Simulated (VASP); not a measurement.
Write the native input for VASP 6.6.1 that does the following.

```yaml
Task: G0W0 quasiparticle levels
Functional: PBE
Potentials_or_basis: VASP PAW PBE potentials, release 64 (Ca_sv_GW, F_GW)
Cutoff: 500 eV
k_mesh: 4 × 4 × 4
Occupations: gaussian, width 0.01 eV
Spin: no spin polarisation
Cutoff_of_the_response_function: 100
Frequency_points: 48
Empty_bands: 137
GW_scheme: G0W0
GW_iterations: 1
Further_INCAR_settings: ALGO = EVGW0; EDIFF = 1e-08; NBANDS = 149
```

CaF2 (Fluorite):

```
CELL_PARAMETERS angstrom
0.00000 2.73100 2.73100
2.73100 0.00000 2.73100
2.73100 2.73100 0.00000
ATOMIC_POSITIONS crystal
Ca 0.00000 0.00000 0.00000
F 0.75000 0.75000 0.75000
F 0.25000 0.25000 0.25000
```

These files were run (other wordings do the same):

POSCAR

```
CaF2
1.0
    0.0000000000      2.7310000000      2.7310000000
    2.7310000000      0.0000000000      2.7310000000
    2.7310000000      2.7310000000      0.0000000000
Ca F
1 2
Direct
    0.0000000000      0.0000000000      0.0000000000
    0.7500000000      0.7500000000      0.7500000000
    0.2500000000      0.2500000000      0.2500000000
```

INCAR.step1

```
SYSTEM = CaF2
PREC = Accurate
ENCUT = 500
EDIFF = 1E-8
ISMEAR = 0
SIGMA = 0.01
LREAL = .False.
LASPH = .True.
NELM = 100
ALGO = Normal
LWAVE = .True.
LCHARG = .False.
GGA = PE
```

INCAR.step2

```
SYSTEM = CaF2
PREC = Accurate
ENCUT = 500
EDIFF = 1E-8
ISMEAR = 0
SIGMA = 0.01
LREAL = .False.
LASPH = .True.
NELM = 1
ALGO = Exact
LWAVE = .True.
LCHARG = .False.
GGA = PE
NBANDS = 149
LOPTICS = .True.
ISTART = 1
```

INCAR.step3

```
SYSTEM = CaF2
PREC = Accurate
ENCUT = 500
EDIFF = 1E-8
ISMEAR = 0
SIGMA = 0.01
LREAL = .False.
LASPH = .True.
ALGO = EVGW0
LWAVE = .False.
LCHARG = .False.
GGA = PE
NELMGW = 1
NBANDS = 149
ENCUTGW = 100
NOMEGA = 48
PRECFOCK = Fast
ISTART = 1
NBANDSGW = 20
```

KPOINTS

```
Automatic mesh
0
Gamma
  4 4 4
  0 0 0
```

Potentials or basis: VASP PAW PBE potentials, release 64 (Ca_sv_GW, F_GW).

Run with:

```console
$ cat potpaw_PBE.64/Ca_sv_GW/POTCAR potpaw_PBE.64/F_GW/POTCAR > POTCAR
$ cp INCAR.step1 INCAR
$ mpirun -np 1 vasp_std > vasp.out
$ cp INCAR.step2 INCAR
$ mpirun -np 1 vasp_std > vasp.out
$ cp INCAR.step3 INCAR
$ mpirun -np 1 vasp_std > vasp.out
```

Results of the run:

```json
{"Band gap on the k mesh, mean-field level": "7.30 eV, indirect (least direct gap 7.55 eV)", "Quasiparticle gap": "10.33 eV", "Least direct quasiparticle gap": "10.64 eV"}
```

Caveat: the k mesh is coarse (spacing up to 0.50 Å⁻¹), so the values aren't converged; bands, screening cutoff and mesh are small and nothing is extrapolated, so the quasiparticle values aren't converged.

It took 3.3 min on 1 thread of Intel(R) Xeon(R) Platinum 8175M CPU @ 2.50GHz (Skylake/Cascade Lake), on a shared host, peak memory 0.38 GiB.
